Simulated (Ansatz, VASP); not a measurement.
# In3Se in VASP and in Ansatz

```xyz
4
Lattice="4.8038 0.0000 0.0000 0.0000 4.8038 0.0000 0.0000 0.0000 4.8038" Properties=species:S:1:pos:R:3 pbc="T T T"
In    0.0000    2.4019    2.4019
In    2.4019    0.0000    2.4019
In    2.4019    2.4019    0.0000
Se    0.0000    0.0000    0.0000
```

Alike in both runs: task single point; functional PBEsol; k mesh 8 × 8 × 8; occupations gaussian, width 0.1 eV; no spin polarisation.

```csv
,VASP,Ansatz
version,VASP 6.6.1,Ansatz 0.2.0
potentials or method,"VASP PAW PBE potentials, release 64 (In_d, Se)","scalar-relativistic, plane waves, PAW"
plane-wave cutoff (eV),520,420
valence electrons in the cell,45,55
```

|  | VASP | Ansatz | Ansatz less VASP |
| --- | --- | --- | --- |
| gap on the k mesh at the Fermi level (eV) | none | none | - |
| pressure (GPa) | -3.0 | -3.0 | +0.02 |

A gap of «none» marks a metal or a gap that the smearing closes. The functional is the same, so the differences come from potentials, cutoffs and numerics. The two sets of potentials don't hold the same shells in valence.

Caveats: the PAW data sets were made with another functional, which shifts forces and pressure a little (VASP).
